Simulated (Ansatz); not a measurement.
Sensitivity of the gradients in ZnS to the input

Cell: a Materials Project structure (computed, not necessarily an observed phase), atoms as given.

```yaml
crystal:
  lattice:
    - [3.80773, 0.00000, 0.00000]
    - [-1.90387, 3.29759, 0.00000]
    - [0.00000, 0.00000, 43.59854]
  atoms:
    - { symbol: Zn, position: [0.00000, 0.00000, 0.14306] }
    - { symbol: Zn, position: [0.33333, 0.66667, 0.64287] }
    - { symbol: Zn, position: [0.33333, 0.66667, 0.21433] }
    - { symbol: Zn, position: [0.66667, 0.33333, 0.07154] }
    - { symbol: Zn, position: [0.00000, 0.00000, 0.85710] }
    - { symbol: Zn, position: [0.00000, 0.00000, 0.57161] }
    - { symbol: Zn, position: [0.33333, 0.66667, 0.78575] }
    - { symbol: Zn, position: [0.33333, 0.66667, 0.35717] }
    - { symbol: Zn, position: [0.33333, 0.66667, 0.00002] }
    - { symbol: Zn, position: [0.00000, 0.00000, 0.42847] }
    - { symbol: Zn, position: [0.66667, 0.33333, 0.92850] }
    - { symbol: Zn, position: [0.66667, 0.33333, 0.28569] }
    - { symbol: Zn, position: [0.66667, 0.33333, 0.49993] }
    - { symbol: Zn, position: [0.66667, 0.33333, 0.71425] }
    - { symbol: S, position: [0.00000, 0.00000, 0.19654] }
    - { symbol: S, position: [0.66667, 0.33333, 0.33929] }
    - { symbol: S, position: [0.00000, 0.00000, 0.91062] }
    - { symbol: S, position: [0.33333, 0.66667, 0.83925] }
    - { symbol: S, position: [0.33333, 0.66667, 0.41064] }
    - { symbol: S, position: [0.66667, 0.33333, 0.55360] }
    - { symbol: S, position: [0.33333, 0.66667, 0.26779] }
    - { symbol: S, position: [0.66667, 0.33333, 0.76785] }
    - { symbol: S, position: [0.66667, 0.33333, 0.98202] }
    - { symbol: S, position: [0.33333, 0.66667, 0.69634] }
    - { symbol: S, position: [0.33333, 0.66667, 0.05364] }
    - { symbol: S, position: [0.00000, 0.00000, 0.48195] }
    - { symbol: S, position: [0.00000, 0.00000, 0.62508] }
    - { symbol: S, position: [0.66667, 0.33333, 0.12510] }
```

Atoms are numbered from 1 in the order listed; like atoms form one site, named after its first atom.

Reference run. Level of theory: DFT, PBE, plane waves and PAW, scalar-relativistic, 420 eV cutoff, Γ-centred 8×8×1 k-points, Fermi–Dirac smearing 0.02 eV (Ansatz 0.2.0).

Task: The input is changed as follows: `kpoints.mp_grid.grid`: [8, 8, 1] → [6, 6, 1]. What happens to V_zz (10²¹ V/m²) and η?

Result: 

| site | atom | V_zz reference | η reference | V_zz changed | η changed |
| --- | --- | --- | --- | --- | --- |
| Zn4 | 4 | 0.10 | 0.00 | 0.11 | 0.00 |
| S15 | 15 | <0.005 | – | 0.038 | 0.00 |
| S16 | 16 | 0.19 | 0.00 | 0.23 | 0.00 |
| S17 | 17 | 0.042 | 0.00 | 0.083 | 0.00 |
| S18 | 18 | 0.035 | 0.00 | 0.077 | 0.00 |
| S19 | 19 | 0.018 | 0.00 | 0.059 | 0.00 |
| S20 | 20 | 0.27 | 0.00 | 0.31 | 0.00 |
| S22 | 22 | 0.20 | 0.00 | 0.24 | 0.00 |
| S23 | 23 | 0.14 | 0.00 | 0.18 | 0.00 |
| S25 | 25 | 0.22 | 0.00 | 0.26 | 0.00 |
| S26 | 26 | 0.11 | 0.00 | 0.15 | 0.00 |
| S28 | 28 | 0.096 | 0.00 | 0.14 | 0.00 |

The largest change of V_zz is on S25, from 0.22 to 0.26. The table leaves out 12 of the 24 sites, with |V_zz| up to 0.12; their tensors move by 0.04 at most along any direction. The statements above cover all sites. SCF iterations: 8 and 8. In the changed run the k-mesh is coarser than the standard one, so its values aren't converged ones.
